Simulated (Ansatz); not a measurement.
A run of Ansatz 0.2.0 is set up as follows.

input.yaml

```yaml
crystal:
  lattice:
    - [0.0, 2.34364184, 2.34364184]
    - [2.34364184, 0.0, 2.34364184]
    - [2.34364184, 2.34364184, 0.0]
  atoms:
    - { symbol: Co, position: [0.0, 0.0, 0.0], spin: 2.0 }
    - { symbol: O, position: [0.25, 0.25, 0.25] }
hamiltonian:
  xc: pbe
  pseudopotentials: { kind: paw }
magnetization:
  spin_polarized: true
kpoints:
  mp_grid: { grid: [10, 10, 10] }
scf:
  occupations: { method: gaussian, width: 0.014 }
output:
  forces: true
  stress: true
  eigenvalues: true
```

Potentials or basis: Ansatz PAW.

Run with:

```sh
$ ansatz run input.yaml --threads 2 --pin off --max-ram 5632MiB --backend cpu --events-out ev --progress --plain --runs-dir out
```

Q: Predict the band gap on the k mesh.

A: None (metal or under the smearing width).

Q: Predict the absolute moment.

A: 3.00 μB per cell.

Caveat: a cell with one magnetic atom can't hold antiferromagnetic order, which such compounds often take; semilocal functionals often make such compounds metallic where correlation or magnetic order opens a gap, which also shifts bond lengths. With open d or f shells a metallic result of PBE can be an artefact of self-interaction; +U or a hybrid may open a gap.
